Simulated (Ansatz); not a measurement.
# ZnS: what a guessed cell relaxes into

The task: take a trial cell of ZnS to zero force and stress, then test the end with a random kick.

Program: Ansatz 0.2.0. Level of theory: DFT PBE, scalar-relativistic, plane waves, PAW. These are calculated values, not measurements.

## 1. The system as given

Symmetry: Pm-3n, No. 223, cubic system. Conventional cell: a = 6.236 Å, b = 6.236 Å, c = 6.236 Å, α = 90.00°, β = 90.00°, γ = 90.00°. Around Zn (site symmetry -4m2) lie 4 S at 2.20 Å. Around S (site symmetry -4m2) lie 4 Zn at 2.20 Å.

Structure file:

```xyz
12
Lattice="6.2364 0.0000 0.0000 0.0000 6.2364 0.0000 0.0000 0.0000 6.2364" Properties=species:S:1:pos:R:3 pbc="T T T"
Zn    3.1182    0.0000    4.6773
Zn    4.6773    3.1182    0.0000
Zn    0.0000    4.6773    3.1182
Zn    3.1182    0.0000    1.5591
Zn    1.5591    3.1182    0.0000
Zn    0.0000    1.5591    3.1182
S     0.0000    3.1182    4.6773
S     4.6773    0.0000    3.1182
S     3.1182    4.6773    0.0000
S     0.0000    3.1182    1.5591
S     1.5591    0.0000    3.1182
S     3.1182    1.5591    0.0000
```

The cell is invented: 4-connected net, two elements alternating (Pm-3n, No. 223). Its size is a rough estimate.

## 2. Probe: one point on a coarse mesh

Contents of input.yaml:

```yaml
crystal:
  lattice:
    - [6.23639897, 0.0, 0.0]
    - [0.0, 6.23639897, 0.0]
    - [0.0, 0.0, 6.23639897]
  atoms:
    - { symbol: Zn, position: [0.5, 0.0, 0.75] }
    - { symbol: Zn, position: [0.75, 0.5, 0.0] }
    - { symbol: Zn, position: [0.0, 0.75, 0.5] }
    - { symbol: Zn, position: [0.5, 0.0, 0.25] }
    - { symbol: Zn, position: [0.25, 0.5, 0.0] }
    - { symbol: Zn, position: [0.0, 0.25, 0.5] }
    - { symbol: S, position: [0.0, 0.5, 0.75] }
    - { symbol: S, position: [0.75, 0.0, 0.5] }
    - { symbol: S, position: [0.5, 0.75, 0.0] }
    - { symbol: S, position: [0.0, 0.5, 0.25] }
    - { symbol: S, position: [0.25, 0.0, 0.5] }
    - { symbol: S, position: [0.5, 0.25, 0.0] }
basis:
  ecutwfc: 420
kpoints:
  mp_grid: { grid: [4, 4, 4] }
hamiltonian:
  xc: pbe
scf:
  occupations: { method: gaussian, width: 0.1 }
  lower_state_search: "off"
output:
  forces: true
  stress: true
  eigenvalues: true
```

Command:

```
$ ansatz run input.yaml --threads 1 --pin off --max-ram 2560MiB --backend cpu --events-out ev --progress --plain --runs-dir out
```

Further runs follow: a loose first relaxation; final relaxation; reference for the kick test; random kick, then relaxation.

Before running it: what results should come out? Wanted: conventional cell; volume; energy over the elements; gap on the mesh.

As calculated:

| quantity | value |
| --- | --- |
| symmetry at the end (tolerance 0.02 Å) | space group Pm-3n (No. 223) |
| conventional cell | a = 6.700 Å, b = 6.700 Å, c = 6.700 Å, α = 90.00°, β = 90.00°, γ = 90.00° |
| volume | 25.07 Å³/atom |
| energy over the elements | -0.72 eV/atom |
| gap on the mesh | 1.99 eV |

What this shows: The space group Pm-3n (No. 223) is kept, and the volume per atom grows by 24.0 % from the first guess. It lies below the elements, which doesn't yet make it stable: competing phases were not computed in this session. It survived the kick, though modes of other wave vectors, which need another repeat, weren't probed.
